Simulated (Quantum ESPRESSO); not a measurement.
## SiC (Moissanite) under changes of volume

One of the cells (10.341 Å³/atom); the others are scaled copies at fixed shape and fractional positions:

```xyz
4
Lattice="3.0760 0.0000 0.0000 -1.5380 2.6639 0.0000 0.0000 0.0000 5.0480" Properties=species:S:1:pos:R:3 pbc="T T T"
Si    1.5380    0.8880    2.5240
Si    0.0000    1.7759    0.0000
C     1.5380    0.8880    4.4675
C     0.0000    1.7759    1.9435
```

| Property | Result |
| --- | --- |
| Program | Quantum ESPRESSO 7.5 |
| Functional | PBE |
| Potentials or basis | SSSP 1.3 efficiency PBE |
| Cutoff | 748 eV |
| Density cutoff | 5987 eV |
| k mesh | 10 × 10 × 5 |
| Occupations | fermi-dirac, width 0.05 eV |
| Spin | no spin polarisation |

| volume (Å³/atom) | energy over the lowest point (meV/atom) | pressure (GPa) | gap on the mesh (eV) | largest force (eV/Å) |
| --- | --- | --- | --- | --- |
| 9.721 | 47.07 | 19.8 | 2.37 | 0.861 |
| 9.927 | 25.18 | 14.0 | 2.41 | 0.825 |
| 10.134 | 10.47 | 8.7 | 2.45 | 0.790 |
| 10.341 | ? | ? | ? | ? |
| 10.548 | 0.00 | -0.5 | 2.51 | 0.726 |
| 10.755 | 3.08 | -4.4 | 2.52 | 0.697 |
| 10.961 | 11.03 | -8.0 | 2.48 | 0.669 |

Problem. What does the run at 10.341 Å³/atom give?

Solution. Energy over the lowest point 2.27 meV/atom; pressure 3.9 GPa; gap on the mesh 2.48 eV; largest force 0.758 eV/Å.

Worked out: A Birch-Murnaghan fit of order 3 (a polynomial in V^(-2/3)) to the other rows has its minimum at 10.53 Å³/atom with B0 = V·E''(V) = 213 GPa and B' = 4.0 at fixed shape and positions, which overstates the stiffness. It gives 2.26 meV/atom at 10.341 Å³/atom, against the run's 2.27, and -dE/dV = 4.0 GPa, against 3.9. A parabola through the other rows of the gap, of slope 1.04 eV per unit of ln V there, gives 2.49 eV, against the run's 2.48.

Energies are extrapolated to zero smearing.

Caveats: an odd mesh through Γ misses points on the zone boundary, where band edges often lie.
